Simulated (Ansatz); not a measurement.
# Hg: energy change per atom against volume scale

All results are calculated (Ansatz 0.2.0). Plane-wave DFT, scalar-relativistic PAW made under PBE with cores redone for the functional, no dispersion; the given relaxed cell is scaled uniformly, energy at zero smearing counts from the unscaled cell, pressure at the given Fermi-Dirac smearing is positive in compression.

The cell before it is scaled or strained (space group Im-3m, No. 229):
```
CELL_PARAMETERS angstrom
-2.95420 2.95420 2.95420
2.95420 -2.95420 2.95420
2.95420 2.95420 -2.95420
ATOMIC_POSITIONS crystal
Hg 0.00000 0.00000 0.00000
```

Settings of every row: spin polarised no; functional RPBE; wave cutoff 420 eV; smearing width 0.1 eV; k mesh 9x9x9.

Atom starting moment: 0 on all atoms.

Limits: no dispersion: the cell expands far past the measured one; no spin-orbit coupling, which can matter with elements this heavy; the cell comes from a prototype or a list of computed structures and needn't be the stable phase.

```
row  volume scale  V (Å³/atom)  energy change per atom (meV)  pressure (GPa)
  1          0.88       90.753                          2.94            0.07
  2          0.92       94.878                          1.44            0.05
  3          0.96       99.004                             ?               ?
  4          1.04      107.254                         -0.12               0
  5          1.08      111.379                          0.07           -0.01
  6          1.12      115.504                          0.49           -0.02
```

Question: what energy change per atom should row 3 give?

Worked fit of energy change per atom. Take u = (V_r/V)^(2/3) − 1 with V_r = 107.25 Å³ an atom, which is twice the finite (Eulerian) strain; such expansions in the strain, on which the Birch-Murnaghan equation of state is built, carry the rest volume and the bulk modulus. The shown rows have u = 0.11778, 0.08515, -2e-05, -0.02487, -0.04823. Least squares give energy change per atom = −0.119 − 1.482 × u + 232.89 × u² meV; a straight line predicts inner rows, each left out in turn, worse (root mean square 0.66 against 0.0082 meV). The rows lie off it by 0.00, 0.00, 0.00, 0.01, 0.00. Its lowest point lies at u = 0.0032, or V = 106.7 Å³ an atom, and the curvature there gives the bulk modulus at fixed shape and fractions, B = (4/9)(1 + u)² E″(u)/V = 0.313 GPa. The withheld row has u = 0.05478, so the fit gives −0.119 − 1.482 × (0.05478) + 232.89 × (0.05478)² = 0.50 meV.

The calculation gave 0.5 meV. The fit meets it to the printed digit.

The other values of row 3: pressure 0.03 GPa.
